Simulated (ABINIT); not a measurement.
The system is BaS.

```
Ba S
1.0
     0.00000    3.19375    3.19375
     3.19375    0.00000    3.19375
     3.19375    3.19375    0.00000
Ba S
1 1
Cartesian
  0.0000 0.0000 0.0000
  3.1938 3.1938 3.1938
```

Base run:

```yaml
Program: ABINIT 10.8.3 (patched build)
Functional: PW91
Potentials_or_basis: JTH PAW PBE v2.0
Cutoff: 544 eV
k_mesh: 7 × 7 × 7
Occupations: fermi-dirac, width 0.05 eV
Spin: no spin polarisation
```

Its results: band gap on the k mesh 2.18 eV, indirect (least direct gap 2.32 eV); pressure 1.1 GPa.

Question: The run is repeated on the same cell with these changes: functional from PW91 to PBEsol; k mesh from 7 × 7 × 7 to 9 × 9 × 9. What comes out?

Answer: Band gap on the k mesh 2.03 eV, indirect (least direct gap 2.18 eV); pressure -0.7 GPa.

Several settings changed at once, so the effect can't be laid on one alone.

Caveats: this set's barium file shifts pressures by 1.5 GPa and gaps by 0.1 eV against other sets; the PAW data sets were made with another functional, which shifts forces and pressure a little; spin-orbit coupling is left out, which moves the levels of the heavy elements; an odd mesh through Γ misses points on the zone boundary, where band edges often lie (some runs).
